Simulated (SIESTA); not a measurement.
## SrO under changes of volume

One of the cells (17.239 Å³/atom); the others are scaled copies at fixed shape and fractional positions:

```
Sr O
1.0
     0.00000    2.58330    2.58330
     2.58330    0.00000    2.58330
     2.58330    2.58330    0.00000
Sr O
1 1
Direct
  0.50000 0.50000 0.50000
  0.00000 0.00000 0.00000
```

- Program: SIESTA 5.4.2
- Functional: PBE
- Potentials or basis: PseudoDojo 0.4 standard (PBE files)
- Basis: DZP (energy shift 0.003 Ry; two zetas on semicore shells; d shell added on Sr)
- Grid cutoff: 800 Ry
- Energy shift: 0.003 Ry
- k mesh: 9 × 9 × 9
- Occupations: fermi-dirac, width 0.05 eV
- Spin: no spin polarisation

```csv
volume (Å³/atom),energy over the lowest point (meV/atom),pressure (GPa),gap on the mesh (eV)
15.887,?,?,?
16.225,35.85,8.9,3.28
16.563,19.75,6.3,3.30
17.239,2.25,2.0,3.32
17.577,0.00,0.2,3.33
17.915,1.44,-1.5,3.33
```

Task: What does the run at 15.887 Å³/atom give?

Result: Energy over the lowest point 57.51 meV/atom; pressure 11.7 GPa; gap on the mesh 3.27 eV.

Worked out: A Birch-Murnaghan fit of order 3 (a polynomial in V^(-2/3)) to the other rows has its minimum at 17.61 Å³/atom with B0 = V·E''(V) = 92 GPa and B' = 4.2. It gives 57.59 meV/atom at 15.887 Å³/atom, against the run's 57.51, and -dE/dV = 11.7 GPa, against 11.7. A straight line through the other rows of the gap, of slope 0.512 eV per unit of ln V, extrapolates to 3.27 eV, against the run's 3.27.

Energies are extrapolated to zero smearing.

Caveats: an odd mesh through Γ misses points on the zone boundary, where band edges often lie; the basis of atomic orbitals isn't converged, which shifts pressures, moduli and gaps. Spin-orbit coupling on Sr is left out.
